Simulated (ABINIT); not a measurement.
Input of an ABINIT 10.8.3 (patched build) run:

The input run.abi:

```
# Pseudopotentials
pp_dirpath "./"
pseudos "Pt.upf, Se.upf"

# Structure
acell 7.0625495826 7.0625495718 9.0387817757
rprim
     1.0000000000     0.0000000000     0.0000000000
    -0.4999999994     0.8660254041     0.0000000000
     0.0000000000     0.0000000000     1.0000000000
ntypat 2
znucl 78 34
natom 3
typat 1 2 2
xred
     0.0000000000     0.0000000000     0.0000000000
     0.6666666700     0.3333333300     0.7359596000
     0.3333333300     0.6666666700     0.2640404000
chkprim 0
chksymtnons 0
tolsym 1.0e-6

# Plane-wave basis
ecut 43.0

# k points
kptopt 1
ngkpt 6 6 4
nshiftk 1
shiftk 0.0 0.0 0.0

# Exchange and correlation
ixc 7

# Bands and occupations
nband 30
occopt 3
tsmear 0.05 eV

# SCF cycle
nstep 100
tolvrs 1.0e-10

# Output
iomode 3
prtwf 0
prtden 0
prteig 0
prtebands 0
enunit 2
prtvol 2
```

Potentials or basis: PseudoDojo NC SR LDA v0.4.1 standard.

The run is started by

```bash
$ mpirun --bind-to none -np 4 abinit run.abi > log 2>&1
```

Predict the pressure.

0.0 GPa.

What does it give for the band gap on the k mesh?

None (metal or under the smearing width).

Spin-orbit coupling is left out, which matters for the levels of Pt.
